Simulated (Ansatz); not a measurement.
WS2, a slab with vacuum:

```
W S
1.0
     3.18321    0.00000    0.00000
    -1.59160    2.75674    0.00000
     0.00000    0.00000   23.66876
W S
2 4
Direct
  0.66667 0.33333 0.36268
  0.33333 0.66667 0.63732
  0.66667 0.33333 0.70318
  0.33333 0.66667 0.42856
  0.66667 0.33333 0.57144
  0.33333 0.66667 0.29682
```

```yaml
Program: Ansatz 0.2.0
Task: single point
Functional: PBE
Potentials_or_basis: all-electron LAPW, scalar-relativistic
Cutoff: 283 eV (chosen from the basis error)
Basis_error_allowed: 0.001 eV/atom
k_mesh: 10 × 10 × 2
Occupations: fermi-dirac, width 0.05 eV
Spin: no spin polarisation
```

On this cell: largest force 0.275 eV/Å; band gap on the k mesh 1.67 eV, indirect (least direct gap 2.13 eV).

The same run follows on a disturbed copy (atoms moved at random, drawn with an rms of 0.05 Å):

```
W S
1.0
     3.18321    0.00000    0.00000
    -1.59160    2.75674    0.00000
     0.00000    0.00000   23.66876
W S
2 4
Direct
  0.66094 0.34677 0.36224
  0.33785 0.67556 0.63660
  0.68437 0.33076 0.70385
  0.32679 0.66659 0.42696
  0.66867 0.33238 0.57068
  0.32942 0.66257 0.29736
```

Question: What does the disturbed cell give?

Answer: The energy moves by +13.8 meV/atom; largest force 1.144 eV/Å; band gap on the k mesh 1.53 eV, indirect (least direct gap 1.99 eV).

Forces in eV/Å, atoms in the order of the input:
```
W    0.612 -0.965 -0.063
W    0.669 -0.592  0.478
S   -0.563  0.294 -0.256
S   -0.218  0.425  0.820
S   -0.108  0.298 -0.168
S   -0.392  0.539 -0.811
```

Stress tensor (GPa, compression positive):
```
 1.13 -0.01 -0.36
-0.01  0.86 -0.13
-0.36 -0.13  2.09
```

Caveats: spin-orbit coupling is left out, which moves the levels of the heavy elements.

A k mesh can miss the band edges.
